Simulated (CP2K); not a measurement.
Sn:

```
Sn
1.0
     4.45495    0.00000    0.00000
    -3.30667    2.98538    0.00000
    -0.57414   -1.49269    4.15799
Sn
2
Cartesian
  0.0000 0.0000 0.0000
  2.2275 0.0000 2.0790
```

* Program: CP2K 2026.2
* Task: relaxation of cell and atoms
* Functional: LDA
* Potentials or basis: GTH_POTENTIALS Sn GTH-PADE-q4; TZVP-MOLOPT-PBE-GTH basis
* Density cutoff: 6123 eV
* k mesh: 7 × 7 × 7
* Occupations: fermi-dirac, width 0.0259 eV
* Spin: no spin polarisation

At the start: pressure -3.2 GPa; volume 27.65 Å³/atom.

Problem. Where does the relaxation end?

Solution. Over 8 steps the energy falls by 19.1 meV/atom and the volume is 25.87 Å³/atom (-6.4 %); space group Fddd (No. 70, to 0.05 Å).

Step by step:
```
step  energy change (eV)  largest force (eV/Å)  volume (Å³)
   1              0.0000                0.0006        55.17
   2             -0.0282                0.0319        51.58
   3             -0.0300                0.0217        52.19
   4             -0.0302                0.0212        52.17
   5             -0.0374                0.0045        51.43
   6             -0.0381                0.0052        51.58
   7             -0.0382                0.0055        51.73
   8             -0.0382                0.0055        51.73
```

Final structure:
```cif
data_structure
_symmetry_space_group_name_H-M 'P 1'
_symmetry_Int_Tables_number 1
_cell_length_a 4.3784
_cell_length_b 4.3796
_cell_length_c 4.3014
_cell_angle_alpha 97.817
_cell_angle_beta 97.664
_cell_angle_gamma 137.499
_cell_volume 51.73
loop_
_atom_site_label
_atom_site_type_symbol
_atom_site_fract_x
_atom_site_fract_y
_atom_site_fract_z
_atom_site_occupancy
Sn1 Sn 0.00000 0.00000 0.00000 1
Sn2 Sn 0.75000 0.25000 0.50000 1
```

Caveat: the printed path begins after the first move; the basis of atomic orbitals isn't converged, which shifts pressures, moduli and gaps.
